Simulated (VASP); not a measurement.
Runs of VASP 6.6.1 on KMgF3. Symmetry: Amm2, No. 38, orthorhombic system. Conventional cell: a = 3.986 Å, b = 5.637 Å, c = 5.637 Å, α = 90.00°, β = 90.00°, γ = 90.00°. K (site symmetry mm2) is surrounded by 12 F at 2.63 to 3.01 Å. Around Mg (site symmetry mm2) lie 6 F at 1.87 to 2.13 Å. Around F (site symmetry mm2) lie 2 Mg at 2.00 Å. Around F (site symmetry m) lie 2 Mg at 1.87 to 2.13 Å. 

```csv
cell,gap on the mesh (eV),pressure (GPa),largest force (eV/Å)
"all F atoms moved +0.188 Å, as atom 3 towards its neighbour atom 1 (K) at 2.818 Å",6.94,(a),1.52
"all F atoms moved +0.438 Å, as atom 3 towards its neighbour atom 1 (K) at 2.818 Å",(c),4.3,(b)
"all F atoms moved +0.312 Å, as atom 3 towards its neighbour atom 1 (K) at 2.818 Å",6.91,-0.5,2.78
"all F atoms moved +0.125 Å, as atom 3 towards its neighbour atom 1 (K) at 2.818 Å",6.95,-4.5,0.98
```

Alike in all rows: task single point; level LDA; potentials or basis VASP PAW LDA potentials, release 64 (K_sv, Mg, F); no spin polarisation; k mesh 6 × 6 × 6; cutoff (eV) 520; smearing gaussian 0.05 eV.

Task: Fill in the values left out.

Result: (a) -3.6; (b) 4.35; (c) 6.85.

Caveats: forces of over 1 eV/Å show positions far from the minimum, so gaps and moduli don't describe the material at rest (some runs).

A k mesh can miss the band edges.

Not every run made on this cell is shown here.
